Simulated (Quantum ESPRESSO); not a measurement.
The system is CoO.

```
Co O
1.0
     2.85630    0.00000    0.00000
    -1.42815    2.47363    0.00000
     0.00000    0.00000    2.78761
Co O
1 1
Direct
  0.00000 0.00000 0.00000
  0.66667 0.33333 0.50000
```

Measurements of this composition are mostly on another form, of space group No. 225.

Base run:

```yaml
Program: Quantum ESPRESSO 7.5
Functional: LDA
Potentials_or_basis: SSSP 1.3 efficiency PBE
Cutoff: 748 eV
Density_cutoff: 5987 eV
k_mesh: 11 × 11 × 10
Occupations: fermi-dirac, width 0.05 eV
Spin: collinear spin, ferromagnetic start
Starting_moments: "[2.0, 0.0] μB"
Hubbard_terms: Co d U = 6 eV
```

Its results: band gap on the k mesh none (metal or under the smearing width); pressure -14.6 GPa; net moment 3.00 μB per cell; site moments Co +2.62; O +0.28 μB.

Task: The run is repeated on the same cell with these changes: hubbard terms from Co d U = 6 eV to none. What comes out?

Result: Band gap on the k mesh none (metal or under the smearing width); pressure -24.9 GPa; net moment 3.00 μB per cell; site moments Co +2.50; O +0.43 μB.

Caveats: the potentials were made for another functional, which shifts forces and pressure; a cell with one magnetic atom can't hold antiferromagnetic order, which such compounds often take; semilocal functionals often make such compounds metallic where correlation or magnetic order opens a gap, which also shifts bond lengths (some runs).

Not every run made on this cell is shown here.
